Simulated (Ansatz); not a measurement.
**What a trial cell of SnTe3 relaxes into**

Method: DFT PBE, scalar-relativistic, plane waves, PAW in Ansatz 0.2.0. Cutoff 420 eV, Γ-centred k mesh, Gaussian smearing, no spin polarisation in the final step.

The start puts SnTe3 on the Cu3Au (L1_2) structure type (Pm-3m, No. 221), with Sn in place of Au, Te in place of Cu, at a guessed volume.

```
Sn Te
1.0
     4.84792    0.00000    0.00000
     0.00000    4.84792    0.00000
     0.00000    0.00000    4.84792
Sn Te
1 3
Cartesian
  0.0000 0.0000 0.0000
  0.0000 2.4240 2.4240
  2.4240 0.0000 2.4240
  2.4240 2.4240 0.0000
```

Cell and atoms relax at zero pressure; the relaxation can't lower the symmetry of the start.

The zero of energy is the elements' standard structures at the same level; no fitted shifts are applied.

(1) What does it relax into?

(2) What are its volume, energy, density and gap?

## Answers

(1) It keeps Pm-3m (No. 221). The result has the Cu3Au (L1_2) structure. Conventional cell: a = 4.887 Å. Sn has 12 Te at 3.46 Å; Te is coordinated by 4 Sn at 3.46 Å and 8 Te at 3.46 Å.

```xyz
4
Lattice="4.8868 0.0000 0.0000 0.0000 4.8868 0.0000 0.0000 0.0000 4.8868" Properties=species:S:1:pos:R:3 pbc="T T T"
Sn    0.0000    0.0000    0.0000
Te    0.0000    2.4434    2.4434
Te    2.4434    0.0000    2.4434
Te    2.4434    2.4434    0.0000
```

(2) The volume per atom is 29.18 Å³ and the density is 7.14 g/cm³. The energy over the elements is 0.25 eV/atom and the gap on the 10×10×10 mesh is 0 eV (a metal).

The final run used a 10×10×10 mesh on its 4-atom cell and 0.10 eV smearing. For metals, differences of a few meV/atom aren't resolved. Spin–orbit coupling is left out. Symmetry constrained the relaxation, so the result can be a saddle point.

Cost: 2 runs of about 0.8 core-minutes in all, on Intel Xeon Platinum 8488C (Sapphire Rapids) (shared hosts).